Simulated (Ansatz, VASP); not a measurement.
## One calculation of Zr, two programs

```
Zr
1.0
    -1.75558    1.75558    1.75558
     1.75558   -1.75558    1.75558
     1.75558    1.75558   -1.75558
Zr
1
Cartesian
  0.0000 0.0000 0.0000
```

Alike in both runs: task single point; functional RPBE; k mesh 14 × 14 × 14; occupations fermi-dirac, width 0.1 eV; no spin polarisation.

|  | VASP | Ansatz |
| --- | --- | --- |
| version | VASP 6.6.1 | Ansatz 0.2.0 |
| potentials or method | VASP PAW PBE potentials, release 64 (Zr_sv) | plane waves (420 eV) with PAW, scalar-relativistic |
| plane-wave cutoff (eV) | 520 | 420 |
| valence electrons in the cell | 12 | 12 |

|  | VASP | Ansatz | Ansatz less VASP |
| --- | --- | --- | --- |
| pressure (GPa) | 7.7 | 7.7 | -0.02 |

Caveats: the PAW data sets were made with another functional, which shifts forces and pressure a little (VASP).
